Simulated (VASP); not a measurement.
Pt2Se3:

```
CELL_PARAMETERS angstrom
4.64016 0.00000 0.00000
-2.32008 4.01850 0.00000
0.00000 0.00000 5.60257
ATOMIC_POSITIONS crystal
Pt 0.33333 0.66667 0.13800
Pt 0.66667 0.33333 0.86200
Se 0.00000 0.00000 0.00000
Se 0.33333 0.66667 0.62500
Se 0.66667 0.33333 0.37500
```

The cell was built by a generator and needn't be a form met in nature.

- Program: VASP 6.6.1
- Task: relaxation of cell and atoms
- Functional: PBE
- Potentials or basis: VASP PAW PBE potentials, release 64 (Pt, Se)
- Cutoff: 600 eV
- k mesh: 6 × 6 × 4
- Occupations: gaussian, width 0.1 eV
- Spin: no spin polarisation

At the start: pressure -6.4 GPa; volume 20.89 Å³/atom.

**Question.** Where does the relaxation end?

**Answer.** Over 47 steps the energy falls by 491.9 meV/atom and the volume is 21.68 Å³/atom (+3.8 %); space group P-3m1 (No. 164, to 0.05 Å).

Step by step:
```tsv
step	energy change (eV)	largest force (eV/Å)	pressure (GPa)	volume (Å³)
1	0.0000	0.7958	-6.43	104.47
3	-0.2167	0.9019	1.75	96.30
5	-1.0432	1.3232	4.28	93.65
7	-1.2320	0.7517	6.88	92.47
9	-1.3705	0.7278	0.42	97.48
11	-1.4403	0.4154	-0.56	97.98
13	-1.5045	0.3631	-0.04	97.43
15	-1.5399	0.2311	1.58	96.56
17	-1.5906	0.3714	2.13	97.37
19	-1.6183	0.3991	-1.20	100.53
21	-1.7489	1.0119	0.08	102.92
23	-1.7508	1.1651	0.47	103.18
25	-1.8237	1.4420	0.96	104.87
27	-1.7965	2.6641	6.92	110.08
29	-1.9422	2.1265	3.40	108.76
31	-2.1303	1.7613	0.55	114.86
33	-2.1819	1.5230	-0.34	115.76
35	-2.3993	0.5146	-2.02	112.90
37	-2.4367	0.2402	-0.67	110.00
39	-2.4478	0.2038	0.24	108.68
41	-2.4542	0.1166	-0.14	108.51
43	-2.4577	0.0653	0.62	107.77
45	-2.4590	0.0433	0.14	108.19
47	-2.4594	0.0333	-0.12	108.42
```

Final structure:
```yaml
crystal:
  lattice:
    - [3.76957, 0.00000, 0.00000]
    - [-1.88478, 3.26454, 0.00000]
    - [0.00000, 0.00000, 8.81070]
  atoms:
    - { symbol: Pt, position: [0.33333, 0.66667, 0.18843] }
    - { symbol: Pt, position: [0.66667, 0.33333, 0.81157] }
    - { symbol: Se, position: [0.00000, 0.00000, 0.00000] }
    - { symbol: Se, position: [0.33333, 0.66667, 0.67654] }
    - { symbol: Se, position: [0.66667, 0.33333, 0.32346] }
```

Caveat: this functional lacks dispersion, which binds the layers, so the pressure and a relaxed spacing across them are unreliable.
